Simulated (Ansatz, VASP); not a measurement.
## Two plane-wave programs on Cs4H

```
Cs H
1.0
     7.15974    0.00000    0.00000
     0.00000    7.15974    0.00000
     0.00000    0.00000    7.15974
Cs H
4 1
Direct
  0.00000 0.50000 0.50000
  0.50000 0.00000 0.50000
  0.50000 0.50000 0.00000
  0.00000 0.00000 0.00000
  0.50000 0.50000 0.50000
```

Alike in both runs: task relaxation of cell and atoms; functional PBE; k mesh 6 × 6 × 6; occupations gaussian, width 0.1 eV; no spin polarisation.

|  | VASP | Ansatz |
| --- | --- | --- |
| version | VASP 6.6.1 | Ansatz 0.2.0 |
| potentials or method | VASP PAW PBE potentials, release 64 (Cs_sv, H) | scalar-relativistic, plane waves, PAW |
| plane-wave cutoff (eV) | 600 | 420 |
| valence electrons in the cell | 37 | 37 |

|  | VASP | Ansatz | Ansatz less VASP |
| --- | --- | --- | --- |
| gap on the k mesh at the Fermi level, each at its own relaxed structure (eV) | none | none | - |
| relaxed volume (Å³/atom) | 75.53 | 75.97 | +0.436 |
| relaxed cell length with the largest relative difference (Å) | 7.228 | 7.242 | +0.0139 |

A gap of «none» marks a metal or a gap that the smearing closes.

Spin-orbit coupling is left out, which matters for the levels of Cs.
